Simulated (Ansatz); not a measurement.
# SrO with kpoints.mp_grid.grid, scf.max_iter changed

Level of theory: PBEsol, no spin polarisation, scalar-relativistic; Ansatz, plane waves to 420 eV (PAW set soft_2), k-mesh 8×8×8. These are the settings of the reference run.

Cell:

```
Sr O
1.0
     0.00000    2.56122    2.56122
     2.56122    0.00000    2.56122
     2.56122    2.56122    0.00000
Sr O
1 1
Cartesian
  2.5612 2.5612 2.5612
  0.0000 0.0000 0.0000
```

The reference run of this cell is solved again as a single point with these keys changed:

| key | reference run | changed run |
| --- | --- | --- |
| kpoints.mp_grid.grid | [8, 8, 8] | [1, 1, 1] |
| scf.max_iter | not typed | 50 |

**Question.** How far do the results move?

**Answer.** 

```
                                    quantity  reference run  changed run
energy, changed less reference (meV an atom)              0       3870.0
                              pressure (GPa)            0.0         39.6
                        largest force (eV/Å)           0.00         0.00
                        gap on the mesh (eV)           3.20         2.43
```

The energy moves by 3870 meV an atom (7.74 eV for the cell). It took 7 iterations. The change was made on purpose as a fault (one k-point for a small cell); the changed values aren't properties of SrO. A gap taken on a mesh is an upper bound, since the band edges can lie between its points.

Caveats: a single point, atoms not relaxed again; semilocal functionals make gaps too small and can close them.
